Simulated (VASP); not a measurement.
# BN (F-43m) in VASP: notebook, part 2 of 2

VASP 6.6.1. Earlier steps stand in the parts before.

## (4) Equation of state, PBEsol, 5.84 Å³/atom (volume scaled by 0.98)

INCAR

```
SYSTEM = BN
PREC = Accurate
ENCUT = 520
EDIFF = 1E-7
ISMEAR = -1
SIGMA = 0.05
LREAL = .False.
LASPH = .True.
NELM = 60
ALGO = Normal
ISIF = 2
LWAVE = .False.
LCHARG = .False.
GGA = PS
NBANDS = 11
```

KPOINTS

```
Automatic mesh
0
Gamma
  13 13 13
  0 0 0
```

POSCAR

```
BN
1.0
    0.0000000000      1.8008328414      1.8008328414
    1.8008328414      0.0000000000      1.8008328414
    1.8008328414      1.8008328414      0.0000000000
N B
1 1
Direct
    0.2500000000      0.2500000000      0.2500000000
    0.0000000000      0.0000000000      0.0000000000
```

The run is started by

```bash
$ cat potpaw_PBE.64/N/POTCAR potpaw_PBE.64/B/POTCAR > POTCAR
$ mpirun -np 1 vasp_std > vasp.out
```

Wall time 13 s (1 thread of Intel Xeon Platinum 8488C (Sapphire Rapids), shared host); peak memory 0.12 GiB.

The run converged. Its results:

```yaml
Free_energy: -18.3465 eV
Pressure: 1.9 GPa
Band_gap_on_the_k_mesh: 4.37 eV, indirect (least direct gap 8.81 eV)
```

Caveat: the PAW data sets were made with another functional, which shifts forces and pressure a little; an odd mesh through Γ misses points on the zone boundary, where band edges often lie.

## (5) Equation of state, PBEsol, 6.08 Å³/atom (volume scaled by 1.02)

INCAR is that of step 4.

KPOINTS is that of step 4.

POSCAR

```
BN
1.0
    0.0000000000      1.8250079791      1.8250079791
    1.8250079791      0.0000000000      1.8250079791
    1.8250079791      1.8250079791      0.0000000000
N B
1 1
Direct
    0.2500000000      0.2500000000      0.2500000000
    0.0000000000      0.0000000000      0.0000000000
```

The run is started by

```bash
$ cat potpaw_PBE.64/N/POTCAR potpaw_PBE.64/B/POTCAR > POTCAR
$ mpirun -np 1 vasp_std > vasp.out
```

Run time: 12 s. Hardware: 1 thread of Intel Xeon Platinum 8488C (Sapphire Rapids), shared host; peak memory 0.12 GiB.

Results (log left out):

```yaml
Free_energy: -18.3305 eV
Pressure: -12.7 GPa
Band_gap_on_the_k_mesh: 4.32 eV, indirect (least direct gap 8.63 eV)
```

Caveat: the PAW data sets were made with another functional, which shifts forces and pressure a little; an odd mesh through Γ misses points on the zone boundary, where band edges often lie.

## (6) Equation of state, PBEsol, 6.20 Å³/atom (volume scaled by 1.04)

INCAR is that of step 5.

KPOINTS is that of step 5.

POSCAR

```
BN
1.0
    0.0000000000      1.8368590123      1.8368590123
    1.8368590123      0.0000000000      1.8368590123
    1.8368590123      1.8368590123      0.0000000000
N B
1 1
Direct
    0.2500000000      0.2500000000      0.2500000000
    0.0000000000      0.0000000000      0.0000000000
```

Potentials or basis: VASP PAW PBE potentials, release 64 (N, B).

The run is started by

```bash
$ cat potpaw_PBE.64/N/POTCAR potpaw_PBE.64/B/POTCAR > POTCAR
$ mpirun -np 1 vasp_std > vasp.out
```

It took 12 s on 1 thread of Intel Xeon Platinum 8488C (Sapphire Rapids), shared host; peak memory 0.12 GiB.

It converged, with:

```
Free energy            : -18.3072 eV
Pressure               : -19.1 GPa
Band gap on the k mesh : 4.30 eV, indirect (least direct gap 8.54 eV)
```

Caveat: the PAW data sets were made with another functional, which shifts forces and pressure a little; an odd mesh through Γ misses points on the zone boundary, where band edges often lie.

## (7) Equation of state, PBEsol, 6.32 Å³/atom (volume scaled by 1.06)

INCAR is that of step 6.

KPOINTS is that of step 6.

POSCAR

```
BN
1.0
    0.0000000000      1.8485590667      1.8485590667
    1.8485590667      0.0000000000      1.8485590667
    1.8485590667      1.8485590667      0.0000000000
N B
1 1
Direct
    0.2500000000      0.2500000000      0.2500000000
    0.0000000000      0.0000000000      0.0000000000
```

The run is started by

```bash
$ cat potpaw_PBE.64/N/POTCAR potpaw_PBE.64/B/POTCAR > POTCAR
$ mpirun -np 1 vasp_std > vasp.out
```

It took 12 s on 1 thread of Intel Xeon Platinum 8488C (Sapphire Rapids), shared host; peak memory 0.12 GiB.

Results (log left out):

```yaml
Free_energy: -18.2748 eV
Pressure: -24.9 GPa
Band_gap_on_the_k_mesh: 4.27 eV, indirect (least direct gap 8.45 eV)
```

Caveat: the PAW data sets were made with another functional, which shifts forces and pressure a little; an odd mesh through Γ misses points on the zone boundary, where band edges often lie.

## (8) Equation of state, PBEsol

Potentials or basis: VASP PAW PBE potentials, release 64 (N, B).

No new run: the results of the series are fitted here.

What came out:

```yaml
Equilibrium_volume: 5.87 Å³/atom
Bulk_modulus: 386 GPa
Pressure_derivative_of_the_bulk_modulus: 3.7
```

Energy against volume, from the lowest point:
| volume (Å³/atom) | energy (meV/atom) |
| --- | --- |
| 5.602 | 16.05 |
| 5.721 | 4.73 |
| 5.840 | 0.00 |
| 5.959 | 1.26 |
| 6.078 | 7.97 |
| 6.198 | 19.62 |
| 6.317 | 35.81 |

Caveat: the PAW data sets were made with another functional, which shifts forces and pressure a little.

## (9) Equation of state, PBE, 5.60 Å³/atom (volume scaled by 0.94)

INCAR

```
PREC = Accurate
ENCUT = 520
EDIFF = 1E-7
ISMEAR = -1
SIGMA = 0.05
LREAL = F
LASPH = T
NELM = 100
ALGO = Normal
ISIF = 2
LWAVE = F
LCHARG = F
GGA = PE
NBANDS = 11
```

KPOINTS

```
regular mesh
0
Gamma
  13 13 13
```

POSCAR

```
BN
1.0
    0.0000000000      1.7759905947      1.7759905947
    1.7759905947      0.0000000000      1.7759905947
    1.7759905947      1.7759905947      0.0000000000
N B
1 1
Direct
    0.2500000000      0.2500000000      0.2500000000
    0.0000000000      0.0000000000      0.0000000000
```

Potentials or basis: VASP PAW PBE potentials, release 64 (N, B).

The run is started by

```bash
$ cat potpaw_PBE.64/N/POTCAR potpaw_PBE.64/B/POTCAR > POTCAR
$ mpirun -np 1 vasp_std > vasp.out
```

Wall time 6.8 s (1 thread of AMD EPYC 9R45 (Zen 5), shared host); peak memory 0.09 GiB.

Results (log left out):

```yaml
Free_energy: -17.3956 eV
Pressure: 25.7 GPa
Band_gap_on_the_k_mesh: 4.59 eV, indirect (least direct gap 9.07 eV)
```

Caveat: an odd mesh through Γ misses points on the zone boundary, where band edges often lie.

## (10) Equation of state, PBE, 5.72 Å³/atom (volume scaled by 0.96)

INCAR

```
SYSTEM = BN
PREC = Accurate ; ENCUT = 520
EDIFF = 1E-7 ; ISMEAR = -1
SIGMA = 0.05 ; LREAL = .False.
LASPH = .True. ; NELM = 100
ALGO = Normal ; ISIF = 2
LWAVE = .False. ; LCHARG = .False.
GGA = PE ; NBANDS = 11
```

KPOINTS

```
regular mesh
0
Gamma
  13 13 13
  0 0 0
```

POSCAR

```
BN
1.0
    0.0000000000      1.7884979828      1.7884979828
    1.7884979828      0.0000000000      1.7884979828
    1.7884979828      1.7884979828      0.0000000000
N B
1 1
Direct
    0.2500000000      0.2500000000      0.2500000000
    0.0000000000      0.0000000000      0.0000000000
```

The run is started by

```bash
$ cat potpaw_PBE.64/N/POTCAR potpaw_PBE.64/B/POTCAR > POTCAR
$ mpirun -np 1 vasp_std > vasp.out
```

Run time: 8.1 s. Hardware: 1 thread of AMD EPYC 9R45 (Zen 5), shared host; peak memory 0.09 GiB.

It converged, with:

```yaml
Free_energy: -17.4271 eV
Pressure: 16.2 GPa
Band_gap_on_the_k_mesh: 4.57 eV, indirect (least direct gap 8.97 eV)
```

Caveat: an odd mesh through Γ misses points on the zone boundary, where band edges often lie.

## (11) Equation of state, PBE, 5.84 Å³/atom (volume scaled by 0.98)

INCAR

```
SYSTEM = BN
PREC = Accurate
ENCUT = 520
EDIFF = 1E-7
ISMEAR = -1
SIGMA = 0.05
LREAL = .False.
LASPH = .True.
NELM = 60
ALGO = Normal
ISIF = 2
LWAVE = .False.
LCHARG = .False.
GGA = PE
NBANDS = 11
```

KPOINTS

```
Automatic mesh
0
Gamma
  13 13 13
  0 0 0
```

POSCAR

```
BN
1.0
    0.0000000000      1.8008328414      1.8008328414
    1.8008328414      0.0000000000      1.8008328414
    1.8008328414      1.8008328414      0.0000000000
N B
1 1
Direct
    0.2500000000      0.2500000000      0.2500000000
    0.0000000000      0.0000000000      0.0000000000
```

The run is started by

```bash
$ cat potpaw_PBE.64/N/POTCAR potpaw_PBE.64/B/POTCAR > POTCAR
$ mpirun -np 1 vasp_std > vasp.out
```

Wall time 7.8 s (1 thread of AMD EPYC 9R45 (Zen 5), shared host); peak memory 0.09 GiB.

Results (log left out):

```yaml
Free_energy: -17.4451 eV
Pressure: 7.7 GPa
Band_gap_on_the_k_mesh: 4.55 eV, indirect (least direct gap 8.87 eV)
```

Caveat: an odd mesh through Γ misses points on the zone boundary, where band edges often lie.

## (12) Equation of state, PBE, 6.08 Å³/atom (volume scaled by 1.02)

INCAR

```
SYSTEM = BN
PREC = Accurate
ENCUT = 520
EDIFF = 1E-7
ISMEAR = -1
SIGMA = 0.05
LREAL = .FALSE.
LASPH = .TRUE.
NELM = 60
ALGO = Normal
ISIF = 2
LWAVE = .FALSE.
LCHARG = .FALSE.
GGA = PE
NBANDS = 11
```

KPOINTS

```
Automatic mesh
0
G
  13 13 13
  0 0 0
```

POSCAR

```
BN
1.0
    0.0000000000      1.8250079791      1.8250079791
    1.8250079791      0.0000000000      1.8250079791
    1.8250079791      1.8250079791      0.0000000000
N B
1 1
Direct
    0.2500000000      0.2500000000      0.2500000000
    0.0000000000      0.0000000000      0.0000000000
```

Potentials or basis: VASP PAW PBE potentials, release 64 (N, B).

The run is started by

```bash
$ cat potpaw_PBE.64/N/POTCAR potpaw_PBE.64/B/POTCAR > POTCAR
$ mpirun -np 1 vasp_std > vasp.out
```

It took 6.6 s on 1 thread of AMD EPYC 9R45 (Zen 5), shared host; peak memory 0.09 GiB.

Results (log left out):

```yaml
Free_energy: -17.4458 eV
Pressure: -7.3 GPa
Band_gap_on_the_k_mesh: 4.50 eV, indirect (least direct gap 8.68 eV)
```

Caveat: an odd mesh through Γ misses points on the zone boundary, where band edges often lie.

## (13) Equation of state, PBE, 6.20 Å³/atom (volume scaled by 1.04)

INCAR

```
ALGO = Normal
EDIFF = 1E-7
ENCUT = 520
GGA = PE
ISIF = 2
ISMEAR = -1
LASPH = T
LCHARG = F
LREAL = F
LWAVE = F
NBANDS = 11
NELM = 100
PREC = Accurate
SIGMA = 0.05
```

KPOINTS

```
k-points
0
Gamma
  13 13 13
```

POSCAR

```
BN
1.0
    0.0000000000      1.8368590123      1.8368590123
    1.8368590123      0.0000000000      1.8368590123
    1.8368590123      1.8368590123      0.0000000000
N B
1 1
Direct
    0.2500000000      0.2500000000      0.2500000000
    0.0000000000      0.0000000000      0.0000000000
```

The run is started by

```bash
$ cat potpaw_PBE.64/N/POTCAR potpaw_PBE.64/B/POTCAR > POTCAR
$ mpirun -np 1 vasp_std > vasp.out
```

Wall time 7.8 s (1 thread of AMD EPYC 9R45 (Zen 5), shared host); peak memory 0.09 GiB.

The run converged. Its results:

- Free energy: -17.4304 eV
- Pressure: -13.8 GPa
- Band gap on the k mesh: 4.48 eV, indirect (least direct gap 8.59 eV)

Caveat: an odd mesh through Γ misses points on the zone boundary, where band edges often lie.

## (14) Equation of state, PBE, 6.32 Å³/atom (volume scaled by 1.06)

INCAR

```
PREC = Accurate
ENCUT = 520
EDIFF = 1E-7
ISMEAR = -1
SIGMA = 0.05
LREAL = False
LASPH = True
NELM = 60
ALGO = Normal
ISIF = 2
LWAVE = False
LCHARG = False
GGA = PE
NBANDS = 11
```

KPOINTS

```
Automatic mesh
0
Gamma
  13 13 13
```

POSCAR

```
BN
1.0
    0.0000000000      1.8485590667      1.8485590667
    1.8485590667      0.0000000000      1.8485590667
    1.8485590667      1.8485590667      0.0000000000
N B
1 1
Direct
    0.2500000000      0.2500000000      0.2500000000
    0.0000000000      0.0000000000      0.0000000000
```

The run is started by

```bash
$ cat potpaw_PBE.64/N/POTCAR potpaw_PBE.64/B/POTCAR > POTCAR
$ mpirun -np 1 vasp_std > vasp.out
```

Wall time 6.9 s (1 thread of AMD EPYC 9R45 (Zen 5), shared host); peak memory 0.09 GiB.

Results (log left out):

```
Free energy            : -17.4059 eV
Pressure               : -19.7 GPa
Band gap on the k mesh : 4.45 eV, indirect (least direct gap 8.50 eV)
```

Caveat: an odd mesh through Γ misses points on the zone boundary, where band edges often lie.

## (15) Equation of state, PBE

Potentials or basis: VASP PAW PBE potentials, release 64 (N, B).

No new run: the results of the series are fitted here.

Results:

```
Equilibrium volume                      : 5.96 Å³/atom
Bulk modulus                            : 373 GPa
Pressure derivative of the bulk modulus : 3.7
```

Energy against volume, from the lowest point:
| volume (Å³/atom) | energy (meV/atom) |
| --- | --- |
| 5.602 | 27.71 |
| 5.721 | 11.96 |
| 5.840 | 2.93 |
| 5.959 | 0.00 |
| 6.078 | 2.62 |
| 6.198 | 10.28 |
| 6.317 | 22.57 |

## (16) Against experiment

Step 8. A measured bulk modulus of BN is 395 GPa (300 K; quoted in “Effect of nanostructuration on compressibility of cubic BN”, 2012, arxiv:1208.3664); the calculated 386 GPa misses it by -2.2 %. The fit is for a static lattice scaled at fixed shape and fixed fractional positions.

Step 15. Measured bulk modulus of BN: 395 GPa (300 K; quoted in “Effect of nanostructuration on compressibility of cubic BN”, 2012, arxiv:1208.3664). This calculation gives 373 GPa (-5.7 %). The fit is for a static lattice scaled at fixed shape and fixed fractional positions.
